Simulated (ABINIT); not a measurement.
# Si2Mo (I4/mmm) in ABINIT: further runs

One crystal, Si2Mo, is run at these levels: PBE; tasks: relaxation of cell and atoms.

Everything below comes from runs of ABINIT 10.8.3 (patched build). Logs are shortened: lines on timing, memory, paths and dates and some standing lists are left out, and cuts for length are marked. The log counts tension as positive stress, the text compression.

**1. The structure**

Symmetry: I4/mmm, No. 139, tetragonal system. Conventional cell: a = 3.200 Å, b = 3.200 Å, c = 7.861 Å, α = 90.00°, β = 90.00°, γ = 90.00°. Around Mo (site symmetry 4/mmm) lie 10 Si at 2.62 Å. Around Si (site symmetry 4mm) lie 5 Si at 2.61 to 2.63 Å and 5 Mo at 2.62 Å.

**2. Relaxation of cell and atoms, PBE**

The input, run.abi:

```
pp_dirpath "./"
pseudos "Mo.GGA_PBE-JTH.xml, Si.GGA_PBE-JTH.xml"

acell 4.5352872291 4.5352872291 4.5352872291 Angstrom
rprim
    -0.3527891221     0.3527891221     0.8666485278
     0.3527891221    -0.3527891221     0.8666485278
     0.3527891221     0.3527891221    -0.8666485278
ntypat 2
znucl 42 14
natom 3
typat 1 2 2
xcart
     0.0000000000     0.0000000000     0.0000000000
     0.0000000000     0.0000000000     9.9083764228
     0.0000000000     0.0000000000     4.9467606429
chkprim 0
chksymtnons 0
tolsym 1.0e-6

ecut 15.0
pawecutdg 30.0
pawxcdev 0

kptopt 1
ngkpt 10 10 10
nshiftk 1
shiftk 0.0 0.0 0.0

ixc 11

nband 15
occopt 3
tsmear 0.00183747

nstep 100
tolvrs 1.0e-9

iomode 3
prtwf 0
prtden 0
prteig 0
prtebands 0
enunit 1

ionmov 2
ntime 60
tolmxf 5.0e-5
optcell 2
dilatmx 1.08
ecutsm 0.5
```

Potentials or basis: JTH PAW PBE v2.0.

Started as:

```
$ abinit run.abi > log 2>&1
```

run.abo:

```text
.Version 10.8.3 of ABINIT
 Symmetries : space group I4/m m m (#139); Bravais tI (body-center tetrag.)
================================================================================
 Values of the parameters that define the memory need of the present run
     intxc =       0    ionmov =       2      iscf =      17    lmnmax =      18
     lnmax =       6     mgfft =      36  mpssoang =       3    mqgrid =    3001
     natom =       3  nloc_mem =       2    nspden =       1   nspinor =       1
    nsppol =       1      nsym =      16    n1xccc =       1    ntypat =       2
    occopt =       3   xclevel =       2
       mpw =         970          nfft =       46656          nkpt =         102
 PAW method is used; the additional fine FFT grid is defined by:
   mgfftf=        48    nfftf =    110592
================================================================================
================================================================================

--------------------------------------------------------------------------------
------------- Echo of variables that govern the present computation ------------
--------------------------------------------------------------------------------
 -outvars: echo values of preprocessed input variables --------
            acell      8.5704507653E+00  8.5704507653E+00  8.5704507653E+00 Bohr
              amu      9.59400000E+01  2.80855000E+01
          chkprim           0
      chksymtnons           0
          dilatmx      1.08000000E+00
             ecut      1.50000000E+01 Hartree
           ecutsm      5.00000000E-01 Hartree
           enunit           1
           ionmov           2
                       outvar_i_n : Printing only first  50 k-points.
              ixc          11
                       outvar_i_n : Printing only first  50 k-points.
         kptrlatt       10    0    0      0   10    0      0    0   10
          kptrlen      6.04712360E+01
            natom           3
            nband          15
            ngfft          36      36      36
          ngfftdg          48      48      48
             nkpt         102
            nstep         100
             nsym          16
            ntime          60
           ntypat           2
                       prtocc : prtvol=0, do not print more k-points.
           occopt           3
          optcell           2
        pawecutdg      3.00000000E+01 Hartree
         pawxcdev           0
           prtden           0
        prtebands           0
           prteig           0
            prtwf           0
            rprim     -3.5278912210E-01  3.5278912210E-01  8.6664852780E-01
                       3.5278912210E-01 -3.5278912210E-01  8.6664852780E-01
                       3.5278912210E-01  3.5278912210E-01 -8.6664852780E-01
          spgroup         139
[... 1057 lines left out ...]

 cartesian forces (hartree/bohr) at end:
    1      0.00000000000000     0.00000000000000    -0.00000000000000
    2     -0.00000000000000    -0.00000000000000    -0.00000223125826
    3      0.00000000000000     0.00000000000000     0.00000223125826
 frms,max,avg= 1.0518252E-06 2.2312583E-06   0.000E+00  0.000E+00  0.000E+00 h/b

 cartesian forces (eV/Angstrom) at end:
    1      0.00000000000000     0.00000000000000    -0.00000000000000
    2     -0.00000000000000    -0.00000000000000    -0.00011473591279
    3      0.00000000000000     0.00000000000000     0.00011473591279
 frms,max,avg= 5.4087028E-05 1.1473591E-04   0.000E+00  0.000E+00  0.000E+00 e/A
 length scales=  8.592339234763  8.592339234763  8.592339234763 bohr
              =  4.546870108300  4.546870108300  4.546870108300 angstroms
 Fermi (or HOMO) energy (eV) =  11.93367   Average Vxc (eV)= -12.17034
 Eigenvalues (   eV  ) for nkpt= 102  k points:
 kpt#   1, nband= 15, wtk=  0.00100, kpt=  0.0000  0.0000  0.0000 (reduced coord)
 -48.77297  -22.90711  -22.84026  -22.84026   -1.35822    5.66645    8.53727    8.99209
   9.38764    9.38764   12.33890   15.04521   15.29141   15.44635   15.44635
 prteigrs : prtvol=0 or 1, do not print more k-points.

--- !EnergyTerms
iteration_state     : {dtset: 1, itime: 9, icycle: 1, }
comment             : Components of total free energy in Hartree
kinetic             :  1.29948196808339E+01
hartree             :  1.65946937215911E+01
xc                  : -8.78195502046752E+00
Ewald energy        : -6.24442645237232E+01
psp_core            :  2.97248528010410E+00
local_psp           : -5.03411765243947E+01
PAW spherical_terms :  1.21334482289961E+01
internal            : -7.68719491570601E+01
'-kT*entropy'       : -8.69893969573879E-05
total_energy        : -7.68720361464571E+01
total_energy_eV     : -2.09179466709626E+03
...

--- !EnergyTermsDC
iteration_state     : {dtset: 1, itime: 9, icycle: 1, }
comment             : '"Double-counting" decomposition of free energy'
band_energy         : -4.93101202531515E+00
Ewald energy        : -6.24442645237232E+01
psp_core            :  2.97248528010410E+00
xc_dc               : -1.67368927686542E+01
PAW spherical_terms :  4.26773447925157E+00
internal            : -7.68719495583369E+01
'-kT*entropy'       : -8.69893969573879E-05
total_energy_dc     : -7.68720365477339E+01
total_energy_dc_eV  : -2.09179467801555E+03
...

--- !EnergyTermsWithPAWCore
iteration_state     : {dtset: 1, itime: 9, icycle: 1, }
comment             : 'Components of total free energy, including PAW core contributions'
Total energy        : -4.62914537183122E+03
Total energy DC     : -4.62914537223250E+03
Total energy (eV)   : -1.25965462701695E+05
Total energy DC (eV): -1.25965462712614E+05
...

 rms coord change=  1.4906E-03   atom, delta coord (reduced):
     1        0.000000000000     -0.000000000000     -0.000000000000
     2       -0.002235922813     -0.002235922813     -0.000000000000
     3        0.002235922813      0.002235922813      0.000000000000

 Cartesian components of stress tensor (hartree/bohr^3)
  sigma(1 1)= -1.26440308E-07  sigma(3 2)=  0.00000000E+00
  sigma(2 2)= -1.26440308E-07  sigma(3 1)=  0.00000000E+00
  sigma(3 3)= -8.47366670E-08  sigma(2 1)=  0.00000000E+00

-Cartesian components of stress tensor (GPa)         [Pressure=  3.3110E-03 GPa]
- sigma(1 1)= -3.72000231E-03  sigma(3 2)=  0.00000000E+00
- sigma(2 2)= -3.72000230E-03  sigma(3 1)=  0.00000000E+00
- sigma(3 3)= -2.49303882E-03  sigma(2 1)=  0.00000000E+00

== END DATASET(S) ==============================================================
================================================================================

 -outvars: echo values of variables after computation  --------
            acell      8.5923392348E+00  8.5923392348E+00  8.5923392348E+00 Bohr
           etotal     -7.6872036548E+01
            fcart      4.4537389124E-23  1.8570954700E-22 -1.4117215788E-22
                      -1.3004580661E-21 -2.4298353291E-21 -2.2312582582E-06
                       1.2559206769E-21  2.2441257821E-21  2.2312582582E-06
            rprim     -3.5388601367E-01  3.5388601367E-01  8.6575364779E-01
                       3.5388601367E-01 -3.5388601367E-01  8.6575364779E-01
                       3.5388601367E-01  3.5388601367E-01 -8.6575364779E-01
           strten     -1.2644030838E-07 -1.2644030837E-07 -8.4736667048E-08
                       0.0000000000E+00  0.0000000000E+00  0.0000000000E+00
           xangst     -5.6580851034E-19  3.5299349303E-19  1.3007066109E-19
                       7.3303609284E-17 -8.2491934548E-17  5.2336468716E+00
                      -1.0317310858E-17  1.3627363293E-17  2.6392918930E+00
             xred      1.2620964784E-19 -1.5929684638E-19 -6.6129665899E-20
                       6.6476407706E-01  6.6476407706E-01 -2.8551597886E-18
                       3.3523592294E-01  3.3523592294E-01  1.0285583433E-18
 Calculation completed.
```

Run time: 9 min. Hardware: 1 thread of Arm Neoverse V2, shared host; peak memory 0.16 GiB.

What came out:

| Quantity | Value |
| --- | --- |
| Free energy | -2091.7947 eV |
| Relaxed volume | 13.59 Å³/atom |
| Relaxed cell | a = 4.547 Å, b = 4.547 Å, c = 4.547 Å, α = 138.55°, β = 138.55°, γ = 60.06° |
| Space group after relaxing (to 0.05 Å) | I4/mmm (No. 139) |
| Energy gained by relaxing | 3.1 meV/atom |
| Ionic steps | 9 |
| Pressure after relaxing | 0.0 GPa |
| Band gap on the k mesh | none (metal or under the smearing width) |
| Valence electrons inside the program's atomic spheres | Mo 11.38; Si 1.53 |

Step by step:
```
step  energy change (eV)  largest force (eV/Å)  pressure (GPa)  volume (Å³)
   1              0.0000                0.2934            2.37        40.25
   2             -0.0049                0.2525            0.88        40.54
   3             -0.0080                0.1562           -0.51        40.84
   4             -0.0088                0.0907           -0.57        40.87
   5             -0.0093                0.0128           -0.22        40.81
   6             -0.0094                0.0013           -0.02        40.78
   7             -0.0094                0.0004            0.03        40.76
   8             -0.0094                0.0003            0.02        40.76
   9             -0.0094                0.0001            0.00        40.77
```

Final structure:
```xyz
3
Lattice="-1.6091 1.6091 3.9365 1.6091 -1.6091 3.9365 1.6091 1.6091 -3.9365" Properties=species:S:1:pos:R:3 pbc="T T T"
Mo    0.0000    0.0000    0.0000
Si    0.0000    0.0000    5.2336
Si    0.0000    0.0000    2.6393
```

PBE usually gives volumes a little too large and moduli too small. Zero-point motion and thermal expansion aren't in these numbers.

(Part 1 of 3 ends here.)
